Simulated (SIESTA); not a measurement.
Here is a SIESTA 5.4.2 calculation.

The input CuO.fdf:

```
SystemName                      Tenorite
SystemLabel                     CuO
NumberOfSpecies                 2
NumberOfAtoms                   4
%block ChemicalSpeciesLabel
  1  29 Cu
  2   8 O
%endblock ChemicalSpeciesLabel

LatticeConstant                 1.0 Ang
%block LatticeVectors
     2.3418500000    -1.7113000000     0.0000000000
     2.3418500000     1.7113000000     0.0000000000
    -0.8500274268     0.0000000000     5.0578693947
%endblock LatticeVectors
AtomicCoordinatesFormat         Fractional
%block AtomicCoordinatesAndAtomicSpecies
     0.5000000000     0.0000000000     0.5000000000  1  Cu
     0.0000000000     0.5000000000     0.0000000000  1  Cu
     0.4184000000     0.5816000000     0.7500000000  2  O
     0.5816000000     0.4184000000     0.2500000000  2  O
%endblock AtomicCoordinatesAndAtomicSpecies

%block kgrid.MonkhorstPack
   10   0   0  0.0
    0  10   0  0.0
    0   0   5  0.0
%endblock kgrid.MonkhorstPack
XC.Functional                   GGA
XC.Authors                      PBE
PAO.BasisSize                   DZP
PAO.EnergyShift                 0.003 Ry
Mesh.Cutoff                     800 Ry
OccupationFunction              FD
ElectronicTemperature           0.05 eV
MaxSCFIterations                120
SCF.MustConverge                false
SCF.Mixer.Method                Pulay
SCF.Mixer.Weight                0.25
SCF.Mixer.History               8
SCF.DM.Tolerance                5.0e-05
SCF.H.Tolerance                 1.0e-03 eV
WriteForces                     true
Charge.Mulliken                 end
BandLinesScale                  ReciprocalLatticeVectors
%block BandLines
    1    0.000000   0.000000   0.000000  \Gamma
   12   -0.500000  -0.500000   0.000000  Y
    4   -0.524785  -0.524785   0.327510  F
    2   -0.500000  -0.500000   0.500000  L
    4   -0.633508  -0.366492   0.500000  I
    1   -0.366492   0.366492   0.500000  I1
   12    0.000000   0.000000   0.500000  Z
   11   -0.475215  -0.475215   0.672490  F1
    1   -0.500000  -0.500000   0.000000  Y
    4   -0.612732  -0.387268   0.000000  X1
    1   -0.387268   0.387268   0.000000  X
   13    0.000000   0.000000   0.000000  \Gamma
   10   -0.500000   0.000000   0.000000  N
    1   -0.500000   0.000000   0.500000  M
   11    0.000000   0.000000   0.000000  \Gamma
%endblock BandLines
%block PAO.Basis
  Cu 5
  n=3 0 2
    2.369 0.000
  n=4 0 2
    7.268 0.000
  n=3 1 2
    2.657 0.000
  n=4 1 1
    7.268
  n=3 2 2
    4.927 0.000
%endblock PAO.Basis
```

Potentials or basis: PseudoDojo 0.4 standard (PBE files), DZP (energy shift 0.003 Ry; two zetas on semicore shells).

The run is started by

```console
$ siesta CuO.fdf > CuO.out 2>&1
```

What does it give for the band gap on the k mesh?

None (metal or under the smearing width).

Estimate the pressure.

7.0 GPa.

Predict the largest force.

0.096 eV/Å.

Levels at the corners of the path, in eV from the Fermi level:
| point | band 22 | band 23 | band 24 | band 25 | band 26 | band 27 | band 28 | band 29 |
| --- | --- | --- | --- | --- | --- | --- | --- | --- |
| Γ | -2.21 | -2.13 | -1.65 | 0.24 | 0.95 | 1.84 | 6.17 | 8.46 |
| Y | -2.11 | -1.74 | -1.15 | -0.57 | 1.08 | 3.46 | 8.55 | 8.98 |
| F | -1.82 | -1.33 | -1.26 | -0.63 | 0.17 | 4.40 | 6.54 | 10.01 |
| L | -1.63 | -1.22 | -1.22 | -0.45 | -0.45 | 5.43 | 5.43 | 10.13 |
| I | -1.78 | -1.42 | -1.42 | -0.31 | -0.31 | 6.07 | 6.07 | 10.06 |
| I1 | -1.78 | -1.42 | -1.42 | -0.31 | -0.31 | 6.07 | 6.07 | 10.06 |
| Z | -2.21 | -1.46 | -1.46 | 0.24 | 0.24 | 4.06 | 4.06 | 12.53 |
| F1 | -1.82 | -1.33 | -1.26 | -0.63 | 0.17 | 4.40 | 6.54 | 10.01 |
| Y | -2.11 | -1.74 | -1.15 | -0.57 | 1.08 | 3.46 | 8.55 | 8.98 |
| X1 | -2.00 | -1.43 | -1.27 | -1.23 | 0.90 | 5.00 | 7.59 | 9.08 |
| X | -2.00 | -1.43 | -1.27 | -1.23 | 0.90 | 5.00 | 7.59 | 9.08 |
| Γ | -2.21 | -2.13 | -1.65 | 0.24 | 0.95 | 1.84 | 6.17 | 8.46 |
| N | -1.56 | -1.47 | -1.36 | -0.01 | 0.26 | 5.11 | 6.63 | 7.26 |
| M | -2.14 | -1.71 | -1.55 | -0.06 | 0.76 | 5.27 | 7.05 | 8.40 |
| Γ | -2.21 | -2.13 | -1.65 | 0.24 | 0.95 | 1.84 | 6.17 | 8.46 |

Caveat: short orbitals over semicore shells can move pressures by several GPa; the basis of atomic orbitals isn't converged, which shifts pressures, moduli and gaps; the run has no spin polarisation, though such a crystal can be magnetic; semilocal functionals often make such compounds metallic where correlation or magnetic order opens a gap, which also shifts bond lengths. With open d or f shells a metallic result of PBE can be an artefact of self-interaction; +U or a hybrid may open a gap.
